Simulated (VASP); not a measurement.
# MgB2 (P6/mmm) in VASP: notebook, part 2 of 2

VASP 6.6.1. Earlier steps stand in the parts before.

### 3 Relaxation of cell and atoms, PBE

This run uses another cell than the first one, of 9.61 Å³/atom, 0.992 times its volume.

File INCAR:

```
ALGO = Normal ; EDIFF = 1E-7
EDIFFG = -0.005 ; ENCUT = 600
GGA = PE ; IBRION = 2
ISIF = 3 ; ISMEAR = 1
KPAR = 2 ; LASPH = True
LCHARG = False ; LREAL = False
LWAVE = False ; NELM = 80
NSW = 90 ; PREC = Accurate
SIGMA = 0.1
```

File KPOINTS:

```
k-points
0
Gamma
  15 15 10
```

File POSCAR:

```
MgB2                                    
1.0
    3.0711433126      0.0000000000      0.0000000000
   -1.5355716563      2.6596881274      0.0000000000
   -0.0000000000     -0.0000000000      3.5280815500
  Mg              B             
     1     2
Direct
     0.0000000000000000    0.0000000000000000    1.0000000000000000
     0.3333333332999970    0.6666666667000030    0.5000000000000000
     0.6666666667000030    0.3333333332999970    0.5000000000000000
```

Potentials or basis: VASP PAW PBE potentials, release 64 (Mg, B).

On the command line:

```sh
cat potpaw_PBE.64/Mg/POTCAR potpaw_PBE.64/B/POTCAR > POTCAR
mpirun -np 2 vasp_std > vasp.out
```

OUTCAR:

```text
EDIFF = 1E-7
   EDIFFG = -0.005
   ENCUT = 600
   GGA = PE
   IBRION = 2
   ISIF = 3
   ISMEAR = 1
   LASPH = True
   LREAL = False
   NELM = 80
   NSW = 90
   PREC = Accurate

 ion  position               nearest neighbor table
   1  0.000  0.000  0.000-   2 2.50   3 2.50   2 2.50   3 2.50   3 2.50   3 2.50   2 2.50   2 2.50
                             3 2.50   3 2.50   2 2.50   2 2.50
   2  0.333  0.667  0.500-   3 1.77   3 1.77   3 1.77   1 2.50   1 2.50   1 2.50   1 2.50   1 2.50
                             1 2.50
   3  0.667  0.333  0.500-   2 1.77   2 1.77   2 1.77   1 2.50   1 2.50   1 2.50   1 2.50   1 2.50
                             1 2.50

  LATTYP: Found a hexagonal cell.
 ALAT       =     3.0711433126
 C/A-ratio  =     1.1487844073

  Lattice vectors:

 A1 = (   3.0711433126,   0.0000000000,   0.0000000000)
 A2 = (  -1.5355716563,   2.6596881274,   0.0000000000)
 A3 = (   0.0000000000,   0.0000000000,   3.5280815500)

Analysis of symmetry for initial positions (statically):
=====================================================================
 Subroutine PRICEL returns:
 Original cell was already a primitive cell.

 Routine SETGRP: Setting up the symmetry group for a
 hexagonal supercell.

 Subroutine GETGRP returns: Found 24 space group operations
 (whereof 24 operations were pure point group operations)
 out of a pool of 24 trial point group operations.

The static configuration has the point symmetry D_6h.

Analysis of symmetry for dynamics (positions and initial velocities):
=====================================================================
 Subroutine PRICEL returns:
 Original cell was already a primitive cell.

 Routine SETGRP: Setting up the symmetry group for a
 hexagonal supercell.

 Subroutine GETGRP returns: Found 24 space group operations
 (whereof 24 operations were pure point group operations)
 out of a pool of 24 trial point group operations.

The dynamic configuration has the point symmetry D_6h.

 Subroutine INISYM returns: Found 24 space group operations
 (whereof 24 operations are pure point group operations),
 and found     1 'primitive' translations

----------------------------------------------------------------------------------------

                                     Primitive cell

  volume of cell :      28.8184

  direct lattice vectors                    reciprocal lattice vectors
     3.071143313  0.000000000  0.000000000     0.325611637  0.187991966  0.000000000
    -1.535571656  2.659688127  0.000000000     0.000000000  0.375983932  0.000000000
     0.000000000  0.000000000  3.528081550     0.000000000  0.000000000  0.283440160

  length of vectors
     3.071143313  3.071143313  3.528081550     0.375983932  0.375983932  0.283440160

  position of ions in fractional coordinates (direct lattice)
     0.000000000  0.000000000  0.000000000
     0.333333333  0.666666667  0.500000000
     0.666666667  0.333333333  0.500000000

  ion indices of the primitive-cell ions
   primitive index   ion index
                 1           1
                 2           2
                 3           3

----------------------------------------------------------------------------------------

 KPOINTS: k-points
[... 27 lines left out ...]
  0.133333  0.000000  0.000000      6.000000
  0.200000  0.000000  0.000000      6.000000
  0.266667  0.000000  0.000000      6.000000
  0.333333  0.000000  0.000000      6.000000
[... 16 lines left out ...]
  0.333333  0.200000  0.000000     12.000000
  0.400000  0.200000  0.000000      6.000000
 [... further k-points ...]
   k-points           NKPTS =    162   k-points in BZ     NKDIM =    162   number of bands    NBANDS=      8
   number of dos      NEDOS =    301   number of ions     NIONS =      3
   total plane-waves  NPLWV =  21952
   dimension x,y,z NGX =    28 NGY =   28 NGZ =   28
   dimension x,y,z NGXF=    56 NGYF=   56 NGZF=   56
   ions per type =               1   2
   NGX,Y,Z   is equivalent  to a cutoff of  15.16, 15.16, 13.19 a.u.
   NGXF,Y,Z  is equivalent  to a cutoff of  30.31, 30.31, 26.39 a.u.
 SYSTEM =  unknown system
   PREC   = accura    normal or accurate (medium, high low for compatibility)
   ISTART =      0    job   : 0-new  1-cont  2-samecut
   ICHARG =      2    charge: 1-file 2-atom 10-const
   ISPIN  =      1    spin polarized calculation?
   LNONCOLLINEAR =      F non collinear calculations
   LSORBIT =      F    spin-orbit coupling
   LASPH  =      T    aspherical Exc in radial PAW
   ENCUT  =  600.0 eV  44.10 Ry    6.64 a.u.   6.13  6.13  7.05*2*pi/ulx,y,z
   NELM   =     80;   NELMIN=  2; NELMDL= -5     # of ELM steps
   EDIFF  = 0.1E-06   stopping-criterion for ELM
   LREAL  =      F    real-space projection
   EDIFFG = -.5E-02   stopping-criterion for IOM
   NSW    =     90    number of steps for IOM
   IBRION =      2    ionic relax: 0-MD 1-quasi-New 2-CG
   NFREE  =      1    steps in history (QN), initial steepest desc. (CG)
   ISIF   =      3    stress and relaxation
   ISYM   =      2    0-nonsym 1-usesym 2-fastsym
   POTIM  = 0.5000    time-step for ionic-motion
   TEBEG  =    0.0;   TEEND  =   0.0 temperature during run
   PSTRESS=    0.0 pullay stress
   NELECT =       8.0000    total number of electrons
   NUPDOWN=      -1.0000    fix difference up-down
   EMIN   =  10.00;   EMAX   =-10.00  energy-range for DOS
   EFERMI =   0.00;   METHOD = LEGACY
   ISMEAR =     1;   SIGMA  =   0.10  broadening in eV -4-tet -1-fermi 0-gaus
   EFERMI_NEDOS =   21; number of points for ismear=-14 and -15
   IALGO  =     38    algorithm
   IMIX   =      4    mixing-type and parameters
     AMIX     =   0.40;   BMIX     =  1.00
     AMIX_MAG =   1.60;   BMIX_MAG =  1.00
  volume/ion in A,a.u.               =       9.61        64.83
  Fermi-wavevector in a.u.,A,eV,Ry     =   1.067944  2.018121 15.517495  1.140504
  Thomas-Fermi vector in A             =   2.203576
   LORBIT       =      0    0 simple, 1 ext, 2 COOP (PROOUT), +10 PAW based schemes
   GGA     = PE    functional components
   LHFCALC =     F    Hartree Fock is set to
   AEXX    =    0.0000 exact exchange contribution
   IVDW    =     0    specifies the selected vdW correction
   LEPSILON=     F    determine dielectric tensor
   LRPA    =     F    only Hartree local field effects (RPA)
 conjugate gradient relaxation of ions
 non-spin polarized calculation
 Methfessel and Paxton  Order N= 1 SIGMA  =   0.10
  energy-cutoff  :      600.00
  volume of cell :       28.82
 maximum number of plane-waves:       975
 NGX is ok and might be reduce to    28
   NGX = 13   NGY = 13   NGZ = 15

 number of electron       8.0000000 magnetization

 Free energy of the ion-electron system (eV)
  ---------------------------------------------------
  ext. energy  EPLUGINS =         0.00000000
  ---------------------------------------------------
  free energy    TOTEN  =       -15.32609640 eV

  energy without entropy =      -15.32609076  energy(sigma->0) =      -15.32609452

 E-fermi :   5.2714     XC(G=0): -10.9397

 val. band max:        5.2659851884   @ k =   0.1333   0.0000   0.3000
 cond. band min:       5.2791652544   @ k =   0.4667  -0.0000   0.3000
 fundamental gap:      0.0131800660
 Fermi energy:         5.2713631284

 k-point     1 :       0.0000    0.0000    0.0000
  band No.  band energies     occupation
      1      -7.1538      2.00000
      2       2.3030      2.00000
      3       5.6968     -0.00000
      4       5.6968     -0.00000
      5       6.8970     -0.00000
      6      11.6988      0.00000
      7      11.6988      0.00000
      8      13.5660      0.00000
[... 243 lines left out ...]
 k-point    24 :       0.4000    0.2000    0.0000
  band No.  band energies     occupation
      1      -2.7764      2.00000
      2      -2.0973      2.00000
      3       0.8896      2.00000
      4       6.0678     -0.00000
      5       8.0298      0.00000
      6      10.9230      0.00000
      7      11.2698      0.00000
      8      13.4315      0.00000

 [... further k-points ...]
[... 5 lines left out ...]
  --------------------------------------------------------------------------------------
  -------------------------------------------------------------------------------------
  Total       -0.0055969     -0.0055969      0.0107862     -0.0000000      0.0000000     -0.0000000
  in kB       -0.3111633     -0.3111633      0.5996668     -0.0000000      0.0000000     -0.0000000
  external PRESSURE =      -0.0075533 kB  Pullay stress =       0.0000000 kB

 VOLUME and BASIS-vectors are now :
 -----------------------------------------------------------------------------
  energy-cutoff  :      600.00
  volume of cell :       28.82
      direct lattice vectors                 reciprocal lattice vectors
     3.071143313  0.000000000  0.000000000     0.325611637  0.187991966  0.000000000
    -1.535571656  2.659688127  0.000000000     0.000000000  0.375983932  0.000000000
     0.000000000  0.000000000  3.528081550     0.000000000  0.000000000  0.283440160

 POSITION                                       TOTAL-FORCE (eV/Angst)
 -----------------------------------------------------------------------------------
      0.00000      0.00000      0.00000         0.000000      0.000000     -0.000000
     -0.00000      1.77313      1.76404        -0.000000      0.000000      0.000000
      1.53557      0.88656      1.76404         0.000000     -0.000000     -0.000000
 -----------------------------------------------------------------------------------
    total drift:                                0.000000      0.000000     -0.000000

  FREE ENERGIE OF THE ION-ELECTRON SYSTEM (eV)
  ---------------------------------------------------
  free  energy   TOTEN  =       -15.3260964047 eV

  energy  without entropy=      -15.3260907624  energy(sigma->0) =      -15.32609452

 reached required accuracy - stopping structural energy minimisation
```

OSZICAR:

```text
N       E                     dE             d eps       ncg     rms          rms(c)
DAV:   1     0.918423914356E+01    0.91842E+01   -0.42362E+03  2704   0.950E+02
DAV:   2    -0.167272921834E+02   -0.25912E+02   -0.24866E+02  3840   0.119E+02
DAV:   3    -0.170499288100E+02   -0.32264E+00   -0.32089E+00  3232   0.164E+01
DAV:   4    -0.170506689919E+02   -0.74018E-03   -0.74013E-03  4104   0.634E-01
DAV:   5    -0.170506693502E+02   -0.35823E-06   -0.35810E-06  3304   0.114E-02    0.531E+00
DAV:   6    -0.155740228157E+02    0.14766E+01   -0.24858E+00  2904   0.868E+00    0.252E+00
DAV:   7    -0.153331324503E+02    0.24089E+00   -0.12093E+00  3168   0.594E+00    0.774E-01
DAV:   8    -0.153358390007E+02   -0.27066E-02   -0.12013E-01  2872   0.225E+00    0.404E-01
DAV:   9    -0.153261172095E+02    0.97218E-02   -0.31744E-02  2848   0.978E-01    0.551E-02
DAV:  10    -0.153261097439E+02    0.74656E-05   -0.10531E-03  3832   0.233E-01    0.237E-02
DAV:  11    -0.153260987345E+02    0.11009E-04   -0.11635E-04  2904   0.673E-02    0.603E-03
DAV:  12    -0.153260964285E+02    0.23060E-05   -0.12813E-05  3112   0.210E-02    0.128E-03
DAV:  13    -0.153260964047E+02    0.23777E-07   -0.18664E-07  3392   0.387E-03
   1 F= -.15326096E+02 E0= -.15326095E+02  d E =-.153261E+02
```

It took 16 s on 2 MPI ranks of AMD EPYC 9R45 (Zen 5), shared host; peak memory 0.16 GiB.

Results:

| Item | Value |
| --- | --- |
| Free energy | -15.3261 eV |
| Pressure after relaxing | 0.0 GPa |
| Band gap on the k mesh | none (metal or under the smearing width) |

Stress tensor (GPa, compression positive):
```
-0.03  0.00  0.00
 0.00 -0.03  0.00
 0.00  0.00  0.06
```

Final structure:
```
CELL_PARAMETERS angstrom
3.07114 0.00000 0.00000
-1.53557 2.65969 0.00000
0.00000 0.00000 3.52808
ATOMIC_POSITIONS crystal
Mg 0.00000 0.00000 0.00000
B 0.33333 0.66667 0.50000
B 0.66667 0.33333 0.50000
```

Levels at points of the mesh, in eV from the Fermi level:
```tsv
k point	band 1	band 2	band 3	band 4	band 5	band 6	band 7	band 8
(0.00, 0.00, 0.00)	-12.43	-2.97	0.43	0.43	1.63	6.43	6.43	8.29
(0.00, 0.00, 0.50)	-11.17	-7.42	0.79	0.79	6.74	6.74	8.10	9.92
```

Caveat: the relaxation stopped at its first step, so nothing moved.
